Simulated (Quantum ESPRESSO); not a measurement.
# As (Pm-3m) in Quantum ESPRESSO: settings compared

The runs below take As through band structure, single point, equation of state, with PBEsol, LDA.

Program: Quantum ESPRESSO 7.5. These are calculated values, not measurements. Logs are shortened: lines on timing, memory, paths and dates and some standing lists are left out, and cuts for length are marked.

### Step 1. The structure

The structure is cubic, space group Pm-3m (No. 221). Conventional cell: a = 2.704 Å, b = 2.704 Å, c = 2.704 Å, α = 90.00°, β = 90.00°, γ = 90.00°. As (site symmetry m-3m) is surrounded by 6 As at 2.70 Å.

This isn't the form of As at room conditions, which is rhombohedral.

### Step 2. Band structure, PBEsol

File pw.in:

```
&CONTROL
  calculation = 'scf'
  prefix = 'pwscf'
  outdir = './tmp'
  pseudo_dir = './pseudo'
  tprnfor = .true.
  tstress = .true.
  disk_io = 'low'
/
&SYSTEM
  ibrav = 0
  nat = 1
  ntyp = 1
  ecutwfc = 45
  ecutrho = 360
  nbnd = 7
  occupations = 'smearing'
  smearing = 'fd'
  degauss = 0.00367493
/
&ELECTRONS
  conv_thr = 2d-10
  electron_maxstep = 120
  mixing_beta = 0.5
/
ATOMIC_SPECIES
As    74.9216 as_pbesol_v1.uspp.F.UPF
CELL_PARAMETERS angstrom
   2.7036817444    0.0000000000    0.0000000000
   0.0000000000    2.7036817444    0.0000000000
   0.0000000000    0.0000000000    2.7036817444
ATOMIC_POSITIONS crystal
As     0.5000000000    0.5000000000    0.5000000000
K_POINTS automatic
10 10 10 0 0 0
```

File bands.in:

```
&CONTROL
  calculation = 'bands'
  prefix = 'pwscf'
  outdir = './tmp'
  pseudo_dir = './pseudo'
  disk_io = 'low'
  verbosity = 'high'
/
&SYSTEM
  ibrav = 0
  nat = 1
  ntyp = 1
  ecutwfc = 45
  ecutrho = 360
  nbnd = 7
  occupations = 'smearing'
  smearing = 'fd'
  degauss = 0.00367493
/
&ELECTRONS
  conv_thr = 1d-08
  electron_maxstep = 120
  mixing_beta = 0.5
  diago_full_acc = .true.
  startingwfc = 'random'
/
ATOMIC_SPECIES
As    74.9216 as_pbesol_v1.uspp.F.UPF
CELL_PARAMETERS angstrom
   2.7036817444    0.0000000000    0.0000000000
   0.0000000000    2.7036817444    0.0000000000
   0.0000000000    0.0000000000    2.7036817444
ATOMIC_POSITIONS crystal
As     0.5000000000    0.5000000000    0.5000000000
K_POINTS crystal
60
 0.0000000000  0.0000000000  0.0000000000 1
 0.0000000000  0.0714285714  0.0000000000 1
 0.0000000000  0.1428571429  0.0000000000 1
 0.0000000000  0.2142857143  0.0000000000 1
 0.0000000000  0.2857142857  0.0000000000 1
 0.0000000000  0.3571428571  0.0000000000 1
 0.0000000000  0.4285714286  0.0000000000 1
 0.0000000000  0.5000000000  0.0000000000 1
 0.0714285714  0.5000000000  0.0000000000 1
 0.1428571429  0.5000000000  0.0000000000 1
 0.2142857143  0.5000000000  0.0000000000 1
 0.2857142857  0.5000000000  0.0000000000 1
 0.3571428571  0.5000000000  0.0000000000 1
 0.4285714286  0.5000000000  0.0000000000 1
 0.5000000000  0.5000000000  0.0000000000 1
 0.4545454545  0.4545454545  0.0000000000 1
 0.4090909091  0.4090909091  0.0000000000 1
 0.3636363636  0.3636363636  0.0000000000 1
 0.3181818182  0.3181818182  0.0000000000 1
 0.2727272727  0.2727272727  0.0000000000 1
 0.2272727273  0.2272727273  0.0000000000 1
 0.1818181818  0.1818181818  0.0000000000 1
 0.1363636364  0.1363636364  0.0000000000 1
 0.0909090909  0.0909090909  0.0000000000 1
 0.0454545455  0.0454545455  0.0000000000 1
 0.0000000000  0.0000000000  0.0000000000 1
 0.0357142857  0.0357142857  0.0357142857 1
 0.0714285714  0.0714285714  0.0714285714 1
 0.1071428571  0.1071428571  0.1071428571 1
 0.1428571429  0.1428571429  0.1428571429 1
 0.1785714286  0.1785714286  0.1785714286 1
 0.2142857143  0.2142857143  0.2142857143 1
 0.2500000000  0.2500000000  0.2500000000 1
 0.2857142857  0.2857142857  0.2857142857 1
 0.3214285714  0.3214285714  0.3214285714 1
 0.3571428571  0.3571428571  0.3571428571 1
 0.3928571429  0.3928571429  0.3928571429 1
 0.4285714286  0.4285714286  0.4285714286 1
 0.4642857143  0.4642857143  0.4642857143 1
 0.5000000000  0.5000000000  0.5000000000 1
 0.4545454545  0.5000000000  0.4545454545 1
 0.4090909091  0.5000000000  0.4090909091 1
 0.3636363636  0.5000000000  0.3636363636 1
 0.3181818182  0.5000000000  0.3181818182 1
 0.2727272727  0.5000000000  0.2727272727 1
 0.2272727273  0.5000000000  0.2272727273 1
 0.1818181818  0.5000000000  0.1818181818 1
 0.1363636364  0.5000000000  0.1363636364 1
 0.0909090909  0.5000000000  0.0909090909 1
 0.0454545455  0.5000000000  0.0454545455 1
 0.0000000000  0.5000000000  0.0000000000 1
 0.5000000000  0.5000000000  0.0000000000 1
 0.5000000000  0.5000000000  0.0625000000 1
 0.5000000000  0.5000000000  0.1250000000 1
 0.5000000000  0.5000000000  0.1875000000 1
 0.5000000000  0.5000000000  0.2500000000 1
 0.5000000000  0.5000000000  0.3125000000 1
 0.5000000000  0.5000000000  0.3750000000 1
 0.5000000000  0.5000000000  0.4375000000 1
 0.5000000000  0.5000000000  0.5000000000 1
```

Potentials or basis: GBRV 1.5 PBEsol.

Command:

```bash
$ OMP_NUM_THREADS=1 mpirun -n 2 pw.x -nk 2 -in pw.in > pw.out
$ OMP_NUM_THREADS=1 mpirun -n 2 pw.x -nk 2 -in bands.in > bands.out
```

pw.out:

```text
This program is part of the open-source Quantum ESPRESSO suite
     for quantum simulation of materials; please cite
         "P. Giannozzi et al., J. Phys.:Condens. Matter 21 395502 (2009);
         "P. Giannozzi et al., J. Phys.:Condens. Matter 29 465901 (2017);
         "P. Giannozzi et al., J. Chem. Phys. 152 154105 (2020);
     in publications or presentations arising from this work. More details at

     Message from routine setup:
     using ibrav=0 with symmetry is DISCOURAGED, use correct ibrav instead

     K-points division:     npool     =       2
     Subspace diagonalization in iterative solution of the eigenvalue problem:
     a serial algorithm will be used

     G-vector sticks info
     --------------------
     sticks:   dense  smooth     PW     G-vecs:    dense   smooth      PW
     Sum         749     373    121                15515     5449    1021

     Using Slab Decomposition

     bravais-lattice index     =            0
     lattice parameter (alat)  =       5.1092  a.u.
     unit-cell volume          =     133.3716 (a.u.)^3
     number of atoms/cell      =            1
     number of atomic types    =            1
     number of electrons       =         5.00
     number of Kohn-Sham states=            7
     kinetic-energy cutoff     =      45.0000  Ry
     charge density cutoff     =     360.0000  Ry
     scf convergence threshold =      2.0E-10
     mixing beta               =       0.5000
     number of iterations used =            8  plain     mixing
     Exchange-correlation= SLA  PW   PSX  PSC
                           (   1   4  10   8   0   0   0)

     celldm(1)=   5.109218  celldm(2)=   0.000000  celldm(3)=   0.000000
     celldm(4)=   0.000000  celldm(5)=   0.000000  celldm(6)=   0.000000

     crystal axes: (cart. coord. in units of alat)
               a(1) = (   1.000000   0.000000   0.000000 )
               a(2) = (   0.000000   1.000000   0.000000 )
               a(3) = (   0.000000   0.000000   1.000000 )

     reciprocal axes: (cart. coord. in units 2 pi/alat)
               b(1) = (  1.000000  0.000000  0.000000 )
               b(2) = (  0.000000  1.000000  0.000000 )
               b(3) = (  0.000000  0.000000  1.000000 )

     PseudoPot. # 1 for As read from file:
     as_pbesol_v1.uspp.F.UPF
     Pseudo is Ultrasoft + core correction, Zval =  5.0
     Generated by new atomic code, or converted to UPF format
     Using radial grid of  875 points,  6 beta functions with:
                l(1) =   0
                l(2) =   0
                l(3) =   1
                l(4) =   1
                l(5) =   2
                l(6) =   2
     Q(r) pseudized with  8 coefficients,  rinner =    1.300   1.300   1.300
                                                       1.300   1.300

     atomic species   valence    mass     pseudopotential
     As                5.00    74.92160     As( 1.00)

     48 Sym. Ops., with inversion, found

   Cartesian axes

     site n.     atom                  positions (alat units)
         1        As     tau(   1) = (   0.5000000   0.5000000   0.5000000  )

     number of k points=    56  Fermi-Dirac smearing, width (Ry)=  0.0037
                       cart. coord. in units 2pi/alat
        k(    1) = (   0.0000000   0.0000000   0.0000000), wk =   0.0020000
        k(    2) = (   0.0000000   0.0000000   0.1000000), wk =   0.0120000
        k(    3) = (   0.0000000   0.0000000   0.2000000), wk =   0.0120000
        k(    4) = (   0.0000000   0.0000000   0.3000000), wk =   0.0120000
        k(    5) = (   0.0000000   0.0000000   0.4000000), wk =   0.0120000
        k(    6) = (   0.0000000   0.0000000  -0.5000000), wk =   0.0060000
[... 48 lines left out ...]
        k(   55) = (   0.4000000  -0.5000000  -0.5000000), wk =   0.0120000
        k(   56) = (  -0.5000000  -0.5000000  -0.5000000), wk =   0.0020000

     Dense  grid:    15515 G-vectors     FFT dimensions: (  32,  32,  32)

     Smooth grid:     5449 G-vectors     FFT dimensions: (  24,  24,  24)

[... 62 lines left out ...]

          k = 0.0000-0.5000-0.5000 (   680 PWs)   bands (ev):

    -0.4122   3.8856   3.8856  10.5652  16.7624  24.9489  25.9961

          k = 0.1000 0.1000 0.1000 (   697 PWs)   bands (ev):

    -6.2930  10.4301  10.4301  10.9708  19.7046  19.7047  20.6845

          k = 0.1000 0.1000 0.2000 (   689 PWs)   bands (ev):

    -5.7503   7.5033  10.9035  11.3294  20.1838  20.6987  23.4914

          k = 0.1000 0.1000 0.3000 (   684 PWs)   bands (ev):

    -4.8942   4.7042  11.6068  12.0905  20.6911  20.8946  23.1373

          k = 0.1000 0.1000 0.4000 (   675 PWs)   bands (ev):

    -3.8888   2.5011  12.3362  12.9291  19.6973  21.0263  21.8900
[... 29 lines left out ...]
          k = 0.1000 0.3000-0.5000 (   682 PWs)   bands (ev):

    -1.9003   2.8103   7.2947  13.5842  14.2384  21.1983  24.2173

          k = 0.1000 0.4000 0.4000 (   680 PWs)   bands (ev):

    -1.4423   4.4736   4.8124  12.3731  14.6124  22.5288  23.1325

          k = 0.1000 0.4000-0.5000 (   674 PWs)   bands (ev):

    -0.8452   3.6413   5.0707  11.5643  14.9536  22.1821  23.3451

          k = 0.1000-0.5000-0.5000 (   676 PWs)   bands (ev):

    -0.2229   4.0530   4.0530  10.7550  15.2906  22.7384  22.7384

          k = 0.2000 0.2000 0.2000 (   690 PWs)   bands (ev):

    -4.6642   8.2376   8.2376   9.1729  21.0079  22.9586  22.9586

          k = 0.2000 0.2000 0.3000 (   683 PWs)   bands (ev):

    -3.8066   5.6970   8.9518   9.7413  19.0953  20.3116  23.2665

          k = 0.2000 0.2000 0.4000 (   678 PWs)   bands (ev):

    -2.7962   3.5135   9.6970  10.6564  17.1664  18.3829  24.0856

          k = 0.2000 0.2000-0.5000 (   668 PWs)   bands (ev):

    -2.2257   2.5452  10.0508  11.1541  16.3129  17.6334  24.5416
[... 9 lines left out ...]
          k = 0.2000 0.3000-0.5000 (   670 PWs)   bands (ev):

    -1.3490   3.3086   7.7468  11.4419  14.0908  17.9466  22.1117

          k = 0.2000 0.4000 0.4000 (   674 PWs)   bands (ev):

    -0.8906   4.9551   5.3087  11.7649  12.9568  19.4941  19.8728

          k = 0.2000 0.4000-0.5000 (   678 PWs)   bands (ev):

    -0.2886   4.1298   5.5526  12.1148  12.1867  18.9101  20.2291

          k = 0.2000-0.5000-0.5000 (   680 PWs)   bands (ev):

     0.3407   4.5346   4.5346  11.3181  12.5585  19.4765  19.4765

          k = 0.3000 0.3000 0.3000 (   672 PWs)   bands (ev):

    -2.0828   6.9211   6.9211   8.0760  17.0787  18.3509  18.3509

          k = 0.3000 0.3000 0.4000 (   680 PWs)   bands (ev):

    -1.0563   5.0243   7.6684   8.6967  15.3485  16.4085  18.9775

          k = 0.3000 0.3000-0.5000 (   674 PWs)   bands (ev):

    -0.4668   4.0596   8.0229   9.1684  14.4953  15.6554  19.4867

          k = 0.3000 0.4000 0.4000 (   671 PWs)   bands (ev):

    -0.0075   5.6718   6.0431   9.0889  13.7780  16.8095  17.1625

          k = 0.3000 0.4000-0.5000 (   668 PWs)   bands (ev):

     0.6084   4.8606   6.2630   9.4797  12.9854  16.1963  17.5382

          k = 0.3000-0.5000-0.5000 (   668 PWs)   bands (ev):

     1.2572   5.2511   5.2511   9.8330  12.2249  16.7653  16.7653

          k = 0.4000 0.4000 0.4000 (   672 PWs)   bands (ev):

     1.0704   6.4182   6.4182   7.3124  14.3943  15.2188  15.2188

          k = 0.4000 0.4000-0.5000 (   674 PWs)   bands (ev):

     1.7231   5.6289   6.7716   7.4718  13.8260  14.4661  15.5854

          k = 0.4000-0.5000-0.5000 (   676 PWs)   bands (ev):

     2.4250   5.9968   5.9968   7.5214  13.3537  14.8218  14.8218

          k =-0.5000-0.5000-0.5000 (   672 PWs)   bands (ev):

     3.2080   6.3497   6.3497   6.3497  14.0695  14.0695  14.0696

     the Fermi energy is     8.0943 ev

!    total energy              =     -39.97773241 Ry
     estimated scf accuracy    <          1.4E-12 Ry
     smearing contrib. (-TS)   =      -0.00018722 Ry
     internal energy E=F+TS    =     -39.97754519 Ry

     The total energy is F=E-TS. E is the sum of the following terms:
     one-electron contribution =       4.67149900 Ry
     hartree contribution      =       0.49526819 Ry
     xc contribution           =     -31.26108472 Ry
     ewald contribution        =     -13.88322766 Ry

     convergence has been achieved in   7 iterations

     Forces acting on atoms (cartesian axes, Ry/au):

     atom    1 type  1   force =     0.00000000    0.00000000    0.00000000

     Total force =     0.000000     Total SCF correction =     0.000000

     Computing stress (Cartesian axis) and pressure

          total   stress  (Ry/bohr**3)                   (kbar)     P=      -11.46
  -0.00007792   0.00000000   0.00000000          -11.46        0.00        0.00
   0.00000000  -0.00007792   0.00000000            0.00      -11.46        0.00
   0.00000000   0.00000000  -0.00007792            0.00        0.00      -11.46

=------------------------------------------------------------------------------=
   JOB DONE.
=------------------------------------------------------------------------------=
```

Wall time 6.6 s (2 MPI ranks of Arm Neoverse V2, shared host); peak memory 0.18 GiB.

Results:

```
Free energy            : -543.9248 eV
Pressure               : -1.1 GPa
Band gap on the k mesh : none (metal or under the smearing width)
```

Levels at the corners of the path, in eV from the Fermi level:
| point | band 1 | band 2 | band 3 | band 4 | band 5 | band 6 | band 7 |
| --- | --- | --- | --- | --- | --- | --- | --- |
| Γ | -14.94 | 4.24 | 4.24 | 4.24 | 8.64 | 8.64 | 10.46 |
| X | -11.79 | -6.91 | 6.53 | 6.53 | 11.44 | 14.23 | 14.87 |
| M | -8.51 | -4.21 | -4.21 | 2.47 | 8.67 | 16.85 | 17.90 |
| Γ | -14.94 | 4.24 | 4.24 | 4.24 | 8.64 | 8.64 | 10.46 |
| R | -4.89 | -1.74 | -1.74 | -1.74 | 5.98 | 5.98 | 5.98 |
| X | -11.79 | -6.91 | 6.53 | 6.53 | 11.44 | 14.23 | 14.87 |
| M | -8.51 | -4.21 | -4.21 | 2.47 | 8.67 | 16.85 | 17.90 |
| R | -4.89 | -1.74 | -1.74 | -1.74 | 5.98 | 5.98 | 5.98 |

Caveat: some levels on the path didn't converge.

### Step 3. Single point, LDA, 18.58 Å³/atom

Changes to pw.in since step 2:

```diff
@@ -7,3 +7,3 @@
   tstress = .true.
-  disk_io = 'low'
+  disk_io = 'nowf'
 /
@@ -26,7 +26,7 @@
 ATOMIC_SPECIES
-As    74.9216 as_pbesol_v1.uspp.F.UPF
+As    74.9216 as_lda_v1.uspp.F.UPF
 CELL_PARAMETERS angstrom
-   2.7036817444    0.0000000000    0.0000000000
-   0.0000000000    2.7036817444    0.0000000000
-   0.0000000000    0.0000000000    2.7036817444
+   2.6484890792    0.0000000000    0.0000000000
+   0.0000000000    2.6484890792    0.0000000000
+   0.0000000000    0.0000000000    2.6484890792
 ATOMIC_POSITIONS crystal
```

Potentials or basis: GBRV 1.5 LDA.

Command:

```bash
$ OMP_NUM_THREADS=1 mpirun -n 2 pw.x -nk 2 -in pw.in > pw.out
```

Run time: 2.4 s. Hardware: 2 MPI ranks of Arm Neoverse V2, shared host; peak memory 0.18 GiB.

It converged, with:

```yaml
Free_energy: -541.5206 eV
Pressure: 3.2 GPa
Band_gap_on_the_k_mesh: none (metal or under the smearing width)
```

### Step 4. Single point, LDA, 18.97 Å³/atom

Changes to pw.in since step 3:

```diff
@@ -28,5 +28,5 @@
 CELL_PARAMETERS angstrom
-   2.6484890792    0.0000000000    0.0000000000
-   0.0000000000    2.6484890792    0.0000000000
-   0.0000000000    0.0000000000    2.6484890792
+   2.6671410253    0.0000000000    0.0000000000
+   0.0000000000    2.6671410253    0.0000000000
+   0.0000000000    0.0000000000    2.6671410253
 ATOMIC_POSITIONS crystal
```

Command:

```bash
$ OMP_NUM_THREADS=1 mpirun -n 2 pw.x -nk 2 -in pw.in > pw.out
```

Run time: 2.5 s. Hardware: 2 MPI ranks of Arm Neoverse V2, shared host; peak memory 0.18 GiB.

The run converged. Its results:

* Free energy: -541.5259 eV
* Pressure: 1.0 GPa
* Band gap on the k mesh: none (metal or under the smearing width)

### Step 5. Single point, LDA, 19.37 Å³/atom

Changes to pw.in since step 4:

```diff
@@ -28,5 +28,5 @@
 CELL_PARAMETERS angstrom
-   2.6671410253    0.0000000000    0.0000000000
-   0.0000000000    2.6671410253    0.0000000000
-   0.0000000000    0.0000000000    2.6671410253
+   2.6855356826    0.0000000000    0.0000000000
+   0.0000000000    2.6855356826    0.0000000000
+   0.0000000000    0.0000000000    2.6855356826
 ATOMIC_POSITIONS crystal
```

Command:

```bash
$ OMP_NUM_THREADS=1 mpirun -n 2 pw.x -nk 2 -in pw.in > pw.out
```

Wall time 2.6 s (2 MPI ranks of Arm Neoverse V2, shared host); peak memory 0.18 GiB.

The run converged. Its results:

| Quantity | Value |
| --- | --- |
| Free energy | -541.5260 eV |
| Pressure | -0.9 GPa |
| Band gap on the k mesh | none (metal or under the smearing width) |

### Step 6. Single point, LDA, 19.76 Å³/atom

Changes to pw.in since step 5:

```diff
@@ -28,5 +28,5 @@
 CELL_PARAMETERS angstrom
-   2.6855356826    0.0000000000    0.0000000000
-   0.0000000000    2.6855356826    0.0000000000
-   0.0000000000    0.0000000000    2.6855356826
+   2.7036817444    0.0000000000    0.0000000000
+   0.0000000000    2.7036817444    0.0000000000
+   0.0000000000    0.0000000000    2.7036817444
 ATOMIC_POSITIONS crystal
```

Potentials or basis: GBRV 1.5 LDA.

Command:

```bash
$ OMP_NUM_THREADS=1 mpirun -n 2 pw.x -nk 2 -in pw.in > pw.out
```

It took 2.5 s on 2 MPI ranks of Arm Neoverse V2, shared host; peak memory 0.18 GiB.

Results (log left out):

| Property | Result |
| --- | --- |
| Free energy | -541.5216 eV |
| Pressure | -2.7 GPa |
| Band gap on the k mesh | none (metal or under the smearing width) |

### Step 7. Single point, LDA, 20.16 Å³/atom

Changes to pw.in since step 6:

```diff
@@ -28,5 +28,5 @@
 CELL_PARAMETERS angstrom
-   2.7036817444    0.0000000000    0.0000000000
-   0.0000000000    2.7036817444    0.0000000000
-   0.0000000000    0.0000000000    2.7036817444
+   2.7215874433    0.0000000000    0.0000000000
+   0.0000000000    2.7215874433    0.0000000000
+   0.0000000000    0.0000000000    2.7215874433
 ATOMIC_POSITIONS crystal
```

Command:

```bash
$ OMP_NUM_THREADS=1 mpirun -n 2 pw.x -nk 2 -in pw.in > pw.out
```

Wall time 2.6 s (2 MPI ranks of Arm Neoverse V2, shared host); peak memory 0.18 GiB.

The run converged. Its results:

| Item | Value |
| --- | --- |
| Free energy | -541.5130 eV |
| Pressure | -4.3 GPa |
| Band gap on the k mesh | none (metal or under the smearing width) |

### Step 8. Single point, LDA, 20.55 Å³/atom

Changes to pw.in since step 7:

```diff
@@ -28,5 +28,5 @@
 CELL_PARAMETERS angstrom
-   2.7215874433    0.0000000000    0.0000000000
-   0.0000000000    2.7215874433    0.0000000000
-   0.0000000000    0.0000000000    2.7215874433
+   2.7392605843    0.0000000000    0.0000000000
+   0.0000000000    2.7392605843    0.0000000000
+   0.0000000000    0.0000000000    2.7392605843
 ATOMIC_POSITIONS crystal
```

Command:

```bash
$ OMP_NUM_THREADS=1 mpirun -n 2 pw.x -nk 2 -in pw.in > pw.out
```

Wall time 2.6 s (2 MPI ranks of Arm Neoverse V2, shared host); peak memory 0.18 GiB.

The run converged. Its results:

```yaml
Free_energy: -541.5007 eV
Pressure: -5.7 GPa
Band_gap_on_the_k_mesh: none (metal or under the smearing width)
```

### Step 9. Single point, LDA, 20.95 Å³/atom

Changes to pw.in since step 8:

```diff
@@ -28,5 +28,5 @@
 CELL_PARAMETERS angstrom
-   2.7392605843    0.0000000000    0.0000000000
-   0.0000000000    2.7392605843    0.0000000000
-   0.0000000000    0.0000000000    2.7392605843
+   2.7567085743    0.0000000000    0.0000000000
+   0.0000000000    2.7567085743    0.0000000000
+   0.0000000000    0.0000000000    2.7567085743
 ATOMIC_POSITIONS crystal
```

Potentials or basis: GBRV 1.5 LDA.

Command:

```bash
$ OMP_NUM_THREADS=1 mpirun -n 2 pw.x -nk 2 -in pw.in > pw.out
```

Wall time 2.6 s (2 MPI ranks of Arm Neoverse V2, shared host); peak memory 0.18 GiB.

The run converged. Its results:

| Property | Result |
| --- | --- |
| Free energy | -541.4850 eV |
| Pressure | -7.0 GPa |
| Band gap on the k mesh | none (metal or under the smearing width) |

### Step 10. Equation of state, LDA

This step only gathers the single runs of the series.

Results:

- Equilibrium volume: 19.18 Å³/atom
- Bulk modulus: 95 GPa
- Pressure derivative of the bulk modulus: 3.9

Energy against volume, from the lowest point:
```csv
volume (Å³/atom),energy (meV/atom)
18.578,5.38
18.973,0.12
19.368,0.00
19.764,4.41
20.159,12.98
20.554,25.34
20.949,41.05
```

### Step 11. For comparison

An earlier run on the cell as given: functional PBEsol; potentials or basis GBRV 1.5 PBEsol; cutoff 612 eV; density cutoff 4898 eV; k mesh 10 × 10 × 10; occupations fermi-dirac, width 0.05 eV; no spin polarisation.

* Pressure: -1.1 GPa
* Band gap on the k mesh: none (metal or under the smearing width)

### Step 12. Summary

```tsv
task	level	potentials or basis	form of the LDA correlation	gap on the mesh (eV)	pressure (GPa)
band structure	PBEsol	GBRV 1.5 PBEsol	-	none	-1.1
equation of state	LDA	GBRV 1.5 LDA	PZ81	-	-
single point	PBEsol	GBRV 1.5 PBEsol	-	none	-1.1
```

Alike in all rows: no spin polarisation; cell as given; k mesh 10 × 10 × 10; cutoff (eV) 612; smearing fermi-dirac 0.05 eV.

Caveats: some levels on the path didn't converge (some runs).

Absolute energies hang on the potentials; compare differences alone.
